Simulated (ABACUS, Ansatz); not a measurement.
# SnTe: energy against volume and a worked fit

```yaml
crystal:
  lattice:
    - [0.00000, 3.15085, 3.15085]
    - [3.15085, 0.00000, 3.15085]
    - [3.15085, 3.15085, 0.00000]
  atoms:
    - { symbol: Te, position: [0.50000, 0.50000, 0.50000] }
    - { symbol: Sn, position: [0.00000, 0.00000, 0.00000] }
```

The cell was scaled at fixed shape and fractions and run with Ansatz, PseudoDojo stringent, cutoff 1450 eV; PBE, k mesh 7 × 7 × 7 on the cell of 2 atoms, fermi-dirac occupations of 0.05 eV, no spin polarisation, no spin-orbit coupling. Energies are those that the program minimises, any entropy of the smearing included.

```tsv
V (Å³/atom)	energy over the lowest row (meV/atom)
29.4043	57.11
30.0299	37.03
30.6556	21.78
31.2812	?
31.9068	3.84
32.5324	0.34
33.1581	0.00
```

Fit the third-order Birch-Murnaghan form, give V0, B0 and B′, and predict the energy left open.

With y = (V0/V)^(2/3), E = E0 + (9 V0 B0/16) [(y - 1)³ B′ + (y - 1)² (6 - 4y)]. Least squares through the rows shown give V0 = 32.9135 Å³/atom, E0 = -0.22 meV, B0 = 39.99 GPa (1 eV/Å³ = 160.218 GPa) and B′ = 4.47, with a largest miss of 0.02 meV. At V = 31.2812 the form with these constants gives 10.86 meV; the run gave 10.86 meV an atom. Other set-ups at this level, from all their volumes (Å³/atom, GPa): ABACUS, PseudoDojo NC SR 0.4.1 PBE standard, plane waves: V0 32.903, B0 40.23; Ansatz, Ansatz PAW, small cores where the set has them: V0 32.874, B0 40.2; Ansatz, Ansatz PAW large core: V0 32.870, B0 40.2; Ansatz, Ansatz NC: V0 32.887, B0 40.11. Measured volume: 31.45 Å³/atom at 300 K (a printed reference work), so the fit lies +4.7 % from it. The runs are for a static lattice.
